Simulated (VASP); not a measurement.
TiC, 2 atoms in the cell. Symmetry: I4mm, No. 107, tetragonal system. The conventional cell has a = 3.112 Å, b = 3.112 Å, c = 4.181 Å, α = 90.00°, β = 90.00°, γ = 90.00°. Ti (site symmetry 4mm) has 1 C at 1.49 Å as nearest neighbours. C (site symmetry 4mm) is surrounded by 1 Ti at 1.49 Å. The cell was built by a generator and needn't be a form met in nature.

```yaml
Program: VASP 6.6.1
Task: single point
Functional: PBE
Potentials_or_basis: VASP PAW PBE potentials, release 64 (Ti_sv, C)
Cutoff: 520 eV
k_mesh: 8 × 8 × 8
Occupations: gaussian, width 0.1 eV
Spin: no spin polarisation
Dipole_correction: no
Further_INCAR_settings: ALGO = Normal; EDIFF = 1e-07; NBANDS = 15
```

Potentials or basis: VASP PAW PBE potentials, release 64 (Ti_sv, C).

Command:

```console
$ cat potpaw_PBE.64/Ti_sv/POTCAR potpaw_PBE.64/C/POTCAR > POTCAR
$ mpirun -np 1 vasp_std > vasp.out
```

Hardware: 1 thread of Intel(R) Xeon(R) 6975P-C (Granite Rapids) (shared host).

Q: Estimate the wall time of this run.

A: It took 11 s on 1 thread of Intel(R) Xeon(R) 6975P-C (Granite Rapids) (shared host), peak memory 0.14 GiB. Counts: scf iterations 16, k points 59.
